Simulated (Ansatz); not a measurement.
Step by step: V, relaxation of cell and atoms

All numbers below come from DFT, PBE, PAW with Ansatz's default frozen-core files, scalar-relativistic in Ansatz 0.2.0.

Command: `ansatz run input.yaml --threads 1 --pin off --max-ram 3072MiB --backend cpu --events-out ev --progress --plain --runs-dir out` The run took 21 s on 1 thread of Arm Neoverse V1, on a shared host, peak memory 0.3 GiB.

```yaml
crystal:
  lattice:
    - [2.531856198, 0.0, 0.0]
    - [0.0, 2.531856198, 0.0]
    - [0.0, 0.0, 2.531856198]
  atoms:
    - { symbol: V, position: [0.0, 0.0, 0.0], spin: 1.5 }
magnetization:
  spin_polarized: true
kpoints:
  mp_grid: { grid: [14, 14, 14] }
scf:
  occupations: { method: fermi_dirac, width: 0.08 }
hamiltonian:
  xc: pbe
  pseudopotentials: { kind: paw }
output:
  forces: true
  stress: true
relax:
  f_tol: 0.005
  max_steps: 80
  cell: {}
```

The run is spin-polarised from parallel moments and ends with 0.00 μB in the cell; other orders may lie lower.

The cell is built from the sc type as a first guess.

The cutoff is 420 eV; energies and pressures of the walk include the program's estimate of the Pulay term.

Each frame lists the cell vectors (Å), then Cartesian positions (Å); symmetry keeps all forces zero. Free energies count from the first step, -2911.5113 eV.

The walk took 5 evaluations in all; steps that aren't listed are left out.

Step 1: E = 0.0 meV, P = -11.04 GPa

```
cell 2.5319 0.0000 0.0000 0.0000 2.5319 0.0000 0.0000 0.0000 2.5319
V     0.0000    0.0000    0.0000
```

Step 2: E = -57.1 meV, P = -1.68 GPa

```
cell 2.4593 0.0000 0.0000 0.0000 2.4593 0.0000 0.0000 0.0000 2.4593
V     0.0000    0.0000    0.0000
```

Task: How does the relaxation end?

Result: It converges, with a = 2.449 Å, b = 2.449 Å, c = 2.449 Å, α = 90.00°, β = 90.00°, γ = 90.00° (conventional cell, space group Pm-3m). The last solve (on a basis chosen afresh for the final cell, so its energy is not quite comparable) gives E = -57.5 meV, P = 0.03 GPa:
```
cell 2.4488 0.0000 0.0000 0.0000 2.4488 0.0000 0.0000 0.0000 2.4488
V     0.0000    0.0000    0.0000
```
